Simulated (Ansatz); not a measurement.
# B: the cost of one run

Computed with Ansatz 0.2.0 (DFT PBE, scalar-relativistic, plane waves, PAW, unless a step's input says otherwise).

## (1) The system as given

It takes space group P6_3/mmc (No. 194, hexagonal). The conventional cell has a = 2.932 Å, b = 2.932 Å, c = 10.343 Å, α = 90.00°, β = 90.00°, γ = 120.00°. B (site symmetry 3m) has 4 B at 1.77 to 1.88 Å as nearest neighbours. Around B (site symmetry -6m2) lie 3 B at 1.69 Å. Around B (site symmetry -6m2) lie 5 B at 1.69 to 1.77 Å. B (site symmetry -3m) is surrounded by 6 B at 1.88 Å.

As a file:

```xyz
10
Lattice="2.9319 0.0000 0.0000 -1.4660 2.5391 0.0000 0.0000 0.0000 10.3425" Properties=species:S:1:pos:R:3 pbc="T T T"
B     0.0000    1.6927    5.9886
B     1.4660    0.8464    0.8173
B     0.0000    0.0000    7.7569
B     0.0000    1.6927    9.5252
B     0.0000    0.0000    2.5856
B     1.4660    0.8464    4.3539
B     0.0000    1.6927    7.7569
B     0.0000    0.0000    5.1713
B     1.4660    0.8464    2.5856
B     0.0000    0.0000    0.0000
```

A structure generator made this guess: one element on all sites of the Zn3N2 type (P6_3/mmc, No. 194). The dimensions are guesses.

## (2) The guess as it stands, on a coarse mesh

Contents of input.yaml:

```yaml
crystal:
  lattice:
    - [2.93192192, 0.0, 0.0]
    - [-1.46596096, 2.53911887, 0.0]
    - [0.0, 0.0, 10.34254777]
  atoms:
    - { symbol: B, position: [0.33333333, 0.66666667, 0.57902582] }
    - { symbol: B, position: [0.66666667, 0.33333333, 0.07902582] }
    - { symbol: B, position: [0.0, 0.0, 0.75] }
    - { symbol: B, position: [0.33333333, 0.66666667, 0.92097418] }
    - { symbol: B, position: [0.0, 0.0, 0.25] }
    - { symbol: B, position: [0.66666667, 0.33333333, 0.42097418] }
    - { symbol: B, position: [0.33333333, 0.66666667, 0.75] }
    - { symbol: B, position: [0.0, 0.0, 0.5] }
    - { symbol: B, position: [0.66666667, 0.33333333, 0.25] }
    - { symbol: B, position: [0.0, 0.0, 0.0] }
basis:
  ecutwfc: 420
kpoints:
  mp_grid: { grid: [6, 6, 2] }
hamiltonian:
  xc: pbe
scf:
  occupations: { method: gaussian, width: 0.1 }
  lower_state_search: "off"
output:
  forces: true
  stress: true
  eigenvalues: true
```

Command:

```
$ ansatz run input.yaml --threads 1 --pin off --max-ram 2048MiB --backend cpu --events-out ev --progress --plain --runs-dir out
```

**Question.** How long does this run take on 1 thread of Arm Neoverse V1, shared host, and how much memory does it need?

About 1.5 s, with a peak of 0.3 GiB.
